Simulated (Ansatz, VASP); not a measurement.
# Zr3Ti3Sn2O16 (random fluorite-type (Ti, Sn, Zr)O solid solution): VASP beside Ansatz

Wanted: the spread between two codes on one cell, functional and k mesh. Of the first pair: The structure shown is the start of the Ansatz relaxation below; VASP solves that cell, so the two are compared at the walk's first step.

Program: Ansatz 0.2.0. Level of theory: plane waves, with VASP 6.6.1 beside it; single point at revPBE. Results are calculated unless marked as measured.

## 1. Set-up

The cell holds 96 atoms: 12 Zr, 64 O, 12 Ti and 8 Sn. Cell: a = 10.226 Å, b = 11.436 Å, c = 9.559 Å, α = 89.8°, β = 90.3°, γ = 90.0°. As first built, before any earlier steps moved the atoms (in the runner's words): fluorite-type lattice (a = 4.983 A, the mean of the end members), 2 x 2 x 2 cells, metal sites filled at random with 12 Ti, 8 Sn, 12 Zr; every coordinate displaced by a Gaussian of 0.05 A.

## 2. Ansatz: relaxation, revPBE

Ansatz runs on its default PAW (the set named soft_2) files.

The two programs are compared at the cell with which this relaxation starts, whose forces are those of its first step.

input.yaml reads:

```yaml
crystal:
  lattice:
    - [10.22575, 0.00419, -0.02862]
    - [0.00419, 11.43603, 0.01913]
    - [-0.02862, 0.01913, 9.55885]
  atoms:
    - { symbol: Zr, position: [0.00012, 0.97577, 0.9958] }
    - { symbol: O, position: [0.15652, 0.18088, 0.13245] }
    - { symbol: O, position: [0.33211, 0.43554, 0.38005] }
    - { symbol: Ti, position: [0.00064, 0.21651, 0.24323] }
    - { symbol: O, position: [0.08095, 0.31399, 0.37653] }
    - { symbol: O, position: [0.41946, 0.07396, 0.13288] }
    - { symbol: Zr, position: [0.2552, 0.03479, 0.24378] }
    - { symbol: O, position: [0.34557, 0.18165, 0.35116] }
    - { symbol: O, position: [0.16174, 0.43479, 0.1118] }
    - { symbol: Sn, position: [0.2503, 0.29067, 0.99956] }
    - { symbol: O, position: [0.42021, 0.31586, 0.1167] }
    - { symbol: O, position: [0.09136, 0.07599, 0.36032] }
    - { symbol: Zr, position: [0.01277, 0.97309, 0.50477] }
    - { symbol: O, position: [0.15539, 0.18008, 0.63527] }
    - { symbol: O, position: [0.34232, 0.43162, 0.89293] }
    - { symbol: Ti, position: [0.00499, 0.21544, 0.75058] }
    - { symbol: O, position: [0.0825, 0.31918, 0.87823] }
    - { symbol: O, position: [0.40422, 0.07434, 0.63577] }
    - { symbol: Ti, position: [0.2519, 0.03976, 0.74443] }
    - { symbol: O, position: [0.33611, 0.18475, 0.85397] }
    - { symbol: O, position: [0.16679, 0.42553, 0.60618] }
    - { symbol: Zr, position: [0.25456, 0.27863, 0.49597] }
    - { symbol: O, position: [0.42135, 0.31927, 0.6126] }
    - { symbol: O, position: [0.09136, 0.07272, 0.85163] }
    - { symbol: Ti, position: [0.00012, 0.46781, 0.00263] }
    - { symbol: O, position: [0.17012, 0.67734, 0.13784] }
    - { symbol: O, position: [0.33489, 0.92318, 0.38575] }
    - { symbol: Sn, position: [0.00621, 0.70881, 0.25187] }
    - { symbol: O, position: [0.09514, 0.81853, 0.39461] }
    - { symbol: O, position: [0.41101, 0.56159, 0.13352] }
[... 60 atom lines left out ...]
    - { symbol: Ti, position: [0.75755, 0.53604, 0.74795] }
    - { symbol: O, position: [0.83678, 0.67784, 0.85824] }
    - { symbol: O, position: [0.66353, 0.92795, 0.61456] }
    - { symbol: Sn, position: [0.7559, 0.78993, 0.50244] }
    - { symbol: O, position: [0.92228, 0.81309, 0.62366] }
    - { symbol: O, position: [0.58591, 0.56245, 0.86653] }
kpoints:
  mp_grid: { grid: [1, 1, 1] }
hamiltonian:
  xc: revpbe
scf:
  occupations: { method: gaussian, width: 0.05 }
output:
  forces: true
  eigenvalues: true
  stress: true
relax:
  f_tol: 0.05
  max_steps: 70
```

Started as:

```
$ ansatz run input.yaml --threads 4 --pin off --max-ram 8192MiB --backend cpu --events-out ev --progress --plain --runs-dir out
```

Numbers of over 12 decimals in the logs are rounded to 6 here.

The program printed:

```text
Warning: output.stress: scf.convergence.dr2_threshold = 1e-7 eV (the SCF's general default) is looser than the 9.6e-9 eV advised for a printed stress (1e-10 eV for each atom of the cell: 96). What an SCF threshold leaves in a stress goes as its square root, and in the free energy as the threshold itself, and one threshold admits the most on a small cell: [figures from the program's tests cut] Every solve of this run  [...]
Engine: ansatz 0.2.0, aarch64-unknown-linux-gnu
Pseudopotentials: kind: paw
Pseudopotential: Zr, paw, valence charge 12, recommended cutoff 420 eV (normal), Zr.paw.azcp
Pseudopotential: O, paw, valence charge 6, recommended cutoff 420 eV (normal), O.paw.azcp
Pseudopotential: Ti, paw, valence charge 12, recommended cutoff 420 eV (normal), Ti.paw.azcp
Pseudopotential: Sn, paw, valence charge 14, recommended cutoff 420 eV (normal), Sn.paw.azcp
Functional definition: revPBE
  parameter kappa = 1.245
  parameter beta = 0.066725
  exchange = pbe_x(kappa = kappa, mu = beta*pi^2/3)
  correlation = pbe_c(beta = beta)
Crystal: 96 atoms, lattice volume = 1117.818 Å³
Basis set: ecut = 420 eV, 21815 PW (Γ), exchange–correlation on 144×160×128 points (8 copies of the dense FFT grid, shifted against one another)
Bands: 488, of which v1, the nominal top of the filled ones, is band 392 counted from 1 (391 counted from 0)
Symmetry: 1 space group operations
Space group: P1 (ITA 1), of the structure as read, at distance tolerance 1.0e-4 Å
k-points: 1
Non-local potential: Zr, projectors of the file, l = 0: 3, l = 1: 2, l = 2: 2, l = 3: 2
Non-local potential: O, projectors of the file, l = 0: 2, l = 1: 2, l = 2: 1
Non-local potential: Ti, projectors of the file, l = 0: 3, l = 1: 2, l = 2: 3, l = 3: 1
Non-local potential: Sn, projectors of the file, l = 0: 2, l = 1: 2, l = 2: 2, l = 3: 2
PAW form: soft (Blöchl's): semilocal exchange-correlation on the pseudo side does not see the compensation charge
PAW frozen core: Zr, regenerated for the run's functional, and the local potential with it (the file was generated under x = pbe(κ = 0.804, μ = 0.219515), c = pbe(β = 0.066725))
PAW frozen core: O, regenerated for the run's functional, and the local potential with it (the file was generated under x = pbe(κ = 0.804, μ = 0.219515), c = pbe(β = 0.066725))
PAW frozen core: Ti, regenerated for the run's functional, and the local potential with it (the file was generated under x = pbe(κ = 0.804, μ = 0.219515), c = pbe(β = 0.066725))
PAW frozen core: Sn, regenerated for the run's functional, and the local potential with it (the file was generated under x = pbe(κ = 0.804, μ = 0.219515), c = pbe(β = 0.066725))
PAW one-centre angular grid: Zr, 590 points (default); XC on 64 Gauss nodes
PAW one-centre angular grid: O, 110 points (default); XC on 64 Gauss nodes
PAW one-centre angular grid: Ti, 590 points (default); XC on 64 Gauss nodes
PAW one-centre angular grid: Sn, 590 points (default); XC on 64 Gauss nodes
Initial density: superposition of atomic densities (neutral atoms: chi_scale 0, normalization atom), corrected by the library's trained network
Initial wavefunctions: pseudopotential atomic-orbital guess
Functional: x = revpbe(κ = 1.245, μ = 0.219515), c = pbe(β = 0.066725)
SCF iter   1: F=—  HF=-165043.180951 eV  |F-HF|=—  |Δ(HF+E_count)|=         —  Δρ=4.62e-3  dr2=2.12e-1  ethr=1.77e-3  ⟨swp⟩=5.0  Hψ=1849  notcnv=0  defer=47
preconditioner: auto → Resta (q_TF=auto, 2.572 Å⁻¹)  ε∞=4.9  [insulator: Δε(μ)=2.856 eV  Ē_g=14.451 eV  σ=0.050 eV  W_gap=1.00  n_scr=320 (ndim 8)  ℏωp=28.6 eV  f_vac=0.022  D(μ)=0.00/eV (n_scr^D=0)  ε∞_Penn≈4.9]
SCF iter   2: F=—  HF=-165043.164333 eV  |F-HF|=—  |Δ(HF+E_count)|=   1.66e-2  Δρ=2.43e-3  dr2=3.71e-2  ethr=2.71e-5  ⟨swp⟩=3.0  Hψ=954  notcnv=0  defer=72
SCF iter   3: F=—  HF=-165043.171024 eV  |F-HF|=—  |Δ(HF+E_count)|=   6.69e-3  Δρ=1.15e-3  dr2=1.40e-2  ethr=4.73e-6  ⟨swp⟩=2.0  Hψ=771  notcnv=0  defer=72
[...]
--- Relaxed structure (7 steps of the walk, 6 accepted, 0 SCFs on fresh bases) ---
  F+E_penalty+E_count = -165043.30664692 eV   max|allowed force component| = 2.322e-2 eV/Å
  atoms:
    - { symbol: Zr, position: [0.000246295, 0.976019, 0.995842] }
    - { symbol: O, position: [0.155603, 0.177821, 0.129501] }
    - { symbol: O, position: [0.335792, 0.434650, 0.381827] }
    - { symbol: Ti, position: [0.000682979, 0.216731, 0.243629] }
    - { symbol: O, position: [0.082675, 0.315663, 0.374855] }
    - { symbol: O, position: [0.419978, 0.075694, 0.131817] }
    - { symbol: Zr, position: [0.255525, 0.032315, 0.242732] }
    - { symbol: O, position: [0.347031, 0.180131, 0.350657] }
    - { symbol: O, position: [0.161959, 0.434053, 0.112842] }
    - { symbol: Sn, position: [0.249577, 0.289883, 0.999750] }
    - { symbol: O, position: [0.419983, 0.317950, 0.116515] }
    - { symbol: O, position: [0.094117, 0.078166, 0.361034] }
    - { symbol: Zr, position: [0.014138, 0.975723, 0.507343] }
    - { symbol: O, position: [0.151741, 0.175918, 0.632536] }
    - { symbol: O, position: [0.342962, 0.429960, 0.891710] }
    - { symbol: Ti, position: [0.00292676, 0.216501, 0.750214] }
    - { symbol: O, position: [0.082439, 0.321858, 0.877247] }
    - { symbol: O, position: [0.403346, 0.077201, 0.633579] }
    - { symbol: Ti, position: [0.251816, 0.040150, 0.745400] }
    - { symbol: O, position: [0.334100, 0.182859, 0.854091] }
    - { symbol: O, position: [0.165542, 0.422752, 0.606133] }
    - { symbol: Zr, position: [0.253195, 0.275623, 0.495189] }
    - { symbol: O, position: [0.419532, 0.320340, 0.613936] }
    - { symbol: O, position: [0.091468, 0.073274, 0.850854] }
    - { symbol: Ti, position: [-0.00110609, 0.468545, 0.00156614] }
    - { symbol: O, position: [0.170954, 0.674909, 0.138665] }
    - { symbol: O, position: [0.338341, 0.920428, 0.383373] }
    - { symbol: Sn, position: [0.00665868, 0.710257, 0.252598] }
    - { symbol: O, position: [0.096119, 0.821136, 0.393484] }
    - { symbol: O, position: [0.410583, 0.562991, 0.133495] }
    - { symbol: Ti, position: [0.252417, 0.528319, 0.250016] }
    - { symbol: O, position: [0.323348, 0.677068, 0.370526] }
    - { symbol: O, position: [0.161173, 0.924038, 0.107013] }
    - { symbol: Zr, position: [0.241086, 0.778710, 0.988891] }
    - { symbol: O, position: [0.408272, 0.822516, 0.108086] }
    - { symbol: O, position: [0.093471, 0.562880, 0.354933] }
    - { symbol: Zr, position: [0.996500, 0.462244, 0.496591] }
[...]
- { symbol: Ti, position: [0.989915, 0.710812, 0.754463] }
[...]
- { symbol: Zr, position: [0.245036, 0.530916, 0.746151] }
[...]
- { symbol: Ti, position: [0.246706, 0.777459, 0.503851] }
[...]
- { symbol: Sn, position: [0.494876, 0.960518, 0.992192] }
[...]
- { symbol: Ti, position: [0.502768, 0.216530, 0.242069] }
[...]
- { symbol: Zr, position: [0.750175, 0.033998, 0.252962] }
[...]
- { symbol: Sn, position: [0.749414, 0.291325, 0.996351] }
[...]
- { symbol: Sn, position: [0.496394, 0.961753, 0.503035] }
[...]
- { symbol: Ti, position: [0.493887, 0.217523, 0.756549] }
[...]
- { symbol: Zr, position: [0.745265, 0.040939, 0.754396] }
[...]
- { symbol: Zr, position: [0.745591, 0.275304, 0.498116] }
[...]
- { symbol: Ti, position: [0.498217, 0.469054, 0.997819] }
[...]
- { symbol: Zr, position: [0.489286, 0.716725, 0.255544] }
[...]
- { symbol: Zr, position: [0.741444, 0.532548, 0.250891] }
[...]
- { symbol: Sn, position: [0.749917, 0.786251, 0.00123192] }
[...]
- { symbol: Ti, position: [0.501871, 0.457515, 0.501897] }
    - { symbol: O, position: [0.673266, 0.672271, 0.636433] }
    - { symbol: O, position: [0.832620, 0.927998, 0.890009] }
    - { symbol: Sn, position: [0.505001, 0.703648, 0.741995] }
    - { symbol: O, position: [0.584400, 0.820746, 0.879373] }
    - { symbol: O, position: [0.910191, 0.565257, 0.647238] }
    - { symbol: Ti, position: [0.753906, 0.532114, 0.745511] }
    - { symbol: O, position: [0.836839, 0.676910, 0.859817] }
    - { symbol: O, position: [0.663587, 0.926454, 0.616037] }
    - { symbol: Sn, position: [0.758004, 0.789322, 0.503337] }
    - { symbol: O, position: [0.923437, 0.815956, 0.625038] }
    - { symbol: O, position: [0.588269, 0.562815, 0.865814] }
```

## 3. VASP: single point, revPBE, start cell, pair 1

The same cell, functional, mesh and smearing now go to VASP, with its own data sets.

Lines of VASP's logs that name or quote its potential files are left out, and so is its time.

INCAR reads:

```
SYSTEM = Zr3Ti3Sn2O16
PREC = Accurate
ENCUT = 520
EDIFF = 1E-06
NELM = 120
ISMEAR = 0
SIGMA = 0.05
LREAL = Auto
ALGO = Normal
GGA = RE
NBANDS = 464
LASPH = .TRUE.
LORBIT = 11
LWAVE = .FALSE.
LCHARG = .FALSE.
ISIF = 2
GGA_COMPAT = .FALSE.
EFERMI = MIDGAP
NCORE = 2
```

POSCAR reads:

```
Zr3Ti3Sn2O16
1.0
   10.2257500000      0.0041900000     -0.0286200000
    0.0041900000     11.4360300000      0.0191300000
   -0.0286200000      0.0191300000      9.5588500000
Zr O Ti Sn
12 64 12 8
Direct
    0.0001184672      0.9757712931      0.9958035627
    0.2552019320      0.0347906773      0.2437781044
    0.0127686827      0.9730903286      0.5047730869
    0.2545561010      0.2786321476      0.4959650128
    0.2422014332      0.7813135865      0.9910904843
    0.9975591310      0.4597589904      0.4967391426
    0.2448385661      0.5329363519      0.7474133612
    0.7493014877      0.0368162589      0.2524090987
    0.7467379989      0.0423729031      0.7523981491
    0.7467908720      0.2769441203      0.4981535659
    0.4906213817      0.7134460988      0.2537013720
    0.7412119280      0.5330516100      0.2509210008
    0.1565198343      0.1808766254      0.1324447426
    0.3321078863      0.4355390854      0.3800533605
    0.0809486575      0.3139863898      0.3765317157
    0.4194600070      0.0739592715      0.1328810583
    0.3455677267      0.1816482050      0.3511630811
    0.1617366000      0.4347910530      0.1118033392
    0.4202054999      0.3158619675      0.1166964480
    0.0913570162      0.0759900298      0.3603216860
    0.1553946409      0.1800796498      0.6352649608
    0.3423169011      0.4316169185      0.8929254333
    0.0824973754      0.3191801546      0.8782285692
    0.4042230943      0.0743390837      0.6357717464
    0.3361089938      0.1847542573      0.8539714600
    0.1667912904      0.4255327087      0.6061851714
    0.4213475645      0.3192729921      0.6125999754
    0.0913643513      0.0727197691      0.8516321230
    0.1701202353      0.6773373520      0.1378420393
    0.3348871264      0.9231802846      0.3857497534
[... 60 atom lines left out ...]
    0.4955616928      0.9605720491      0.9928293919
    0.7492237870      0.2921740672      0.9957843773
    0.4951979095      0.9598265756      0.5028545360
    0.7502845733      0.7880829189      0.0008575423
    0.5041115470      0.7034935282      0.7430569411
    0.7559024975      0.7899263244      0.5024372847
```

KPOINTS reads:

```
Automatic mesh
0
Gamma
1 1 1
0 0 0
```

Potentials, in the order of the species: Zr_sv, O, Ti_sv and Sn_d (PBE family, release 64).

Started as:

```
$ mpirun -np 8 vasp_gam
```

The program printed:

```text
[banner, memory and clock lines left out]
running    8 mpi-ranks, on    1 nodes
[...]
|                                                                             |
|               ----> ADVICE to this user running VASP <----                  |
|                                                                             |
|     You enforced a specific xc type in the INCAR file but a different       |
|     [... a line on the potential file left out ...]
|     I HOPE YOU KNOW WHAT YOU ARE DOING!                                     |
|                                                                             |

 LDA part: xc-table for (Slater+PW92), standard interpolation
 POSCAR, INCAR and KPOINTS ok, starting setup
[...]
entering main loop
       N       E                     dE             d eps       ncg     rms          rms(c)
DAV:   1     0.191629651215E+05    0.19163E+05   -0.37298E+05   928   0.237E+03
DAV:   2     0.368823145064E+04   -0.15475E+05   -0.14941E+05   944   0.762E+02
DAV:   3    -0.261650394310E+03   -0.39499E+04   -0.35849E+04  1032   0.331E+02
DAV:   4    -0.922232751416E+03   -0.66058E+03   -0.65148E+03  1160   0.133E+02
[...]
DAV:  19    -0.778198203740E+03   -0.34026E-05   -0.13896E-05  1136   0.886E-03    0.814E-03
DAV:  20    -0.778198204869E+03   -0.11290E-05   -0.39205E-06   816   0.468E-03    0.402E-03
DAV:  21    -0.778198204977E+03   -0.10805E-06   -0.13346E-06   584   0.267E-03
   1 F= -.77819820E+03 E0= -.77819820E+03  d E =0.000000E+00
```

From OUTCAR (step 3):

```text
  FREE ENERGIE OF THE ION-ELECTRON SYSTEM (eV)
  ---------------------------------------------------
  free  energy   TOTEN  =      -778.1982049772 eV

  energy  without entropy=     -778.1982049772  energy(sigma->0) =     -778.19820498
```

The run ends at a pressure of 6.91 GPa, with forces up to 0.32 eV/Å.

## 4. Side by side

Known differences besides the potentials themselves: the cutoff is 420 eV in Ansatz and 520 eV in VASP (PREC = Accurate, projectors in real space); Ansatz makes its cores anew for this functional, VASP keeps those of its PBE data sets. Total energies have different zeros and are not compared.

Forces on 7 of the 96 atoms, those with the largest forces and the largest differences (eV/Å; atoms numbered as in POSCAR):

```
atom         Ansatz x, y, z           VASP x, y, z
 O14   0.162, -0.132, 0.139   0.190, -0.174, 0.184
 O39   -0.019, 0.211, 0.031   -0.011, 0.248, 0.053
 O42   0.090, -0.245, 0.007  0.087, -0.286, -0.012
 O52   -0.130, 0.131, 0.123   -0.135, 0.156, 0.122
 O55    0.030, 0.184, 0.059    0.026, 0.222, 0.075
 O64   -0.062, 0.189, 0.070   -0.092, 0.224, 0.102
Ti82  0.131, -0.213, -0.070  0.160, -0.264, -0.084
```

The forces differ by 17 meV/Å r.m.s., which is 18.0 % of the r.m.s. force of 0.093 eV/Å (both taken over all components).

## 5. Ansatz: relaxation, revPBE

This run makes the geometry at which the two programs are then compared.

The structure compared here is the end of the Ansatz relaxation.

input.yaml is that of step 2.

Started as:

```
$ ansatz run input.yaml --threads 4 --pin off --max-ram 8192MiB --backend cpu --events-out ev --progress --plain --runs-dir out
```

The program printed:

```text
[...]
Crystal: 96 atoms, lattice volume = 1117.818 Å³
Basis set: ecut = 420 eV, 21815 PW (Γ), exchange–correlation on 144×160×128 points (8 copies of the dense FFT grid, shifted against one another)
Bands: 488, of which v1, the nominal top of the filled ones, is band 392 counted from 1 (391 counted from 0)
Symmetry: 1 space group operations
[...]
k-points: 1
[...]
- { symbol: Sn, position: [0.749917, 0.786251, 0.00123192] }
[...]
- { symbol: Ti, position: [0.501871, 0.457515, 0.501897] }
[...]
- { symbol: Sn, position: [0.505001, 0.703648, 0.741995] }
[...]
- { symbol: Ti, position: [0.753906, 0.532114, 0.745511] }
    - { symbol: O, position: [0.836839, 0.676910, 0.859817] }
    - { symbol: O, position: [0.663587, 0.926454, 0.616037] }
    - { symbol: Sn, position: [0.758004, 0.789322, 0.503337] }
    - { symbol: O, position: [0.923437, 0.815956, 0.625038] }
    - { symbol: O, position: [0.588269, 0.562815, 0.865814] }
```

(Part 1 of 2 ends here.)

[Lines on the potential files, build, host, timing and source positions are cut from VASP's logs without a mark.]

[Logs are printed without paths, hosts, clocks, repeated set-up lines and the standing remarks that a program may print on its own settings, such as how far it seeks lower states.]

[Hosts, paths, dates, database ids (printed as entryN), source tags and the programs' standing remarks are cut or masked in the printed files.]
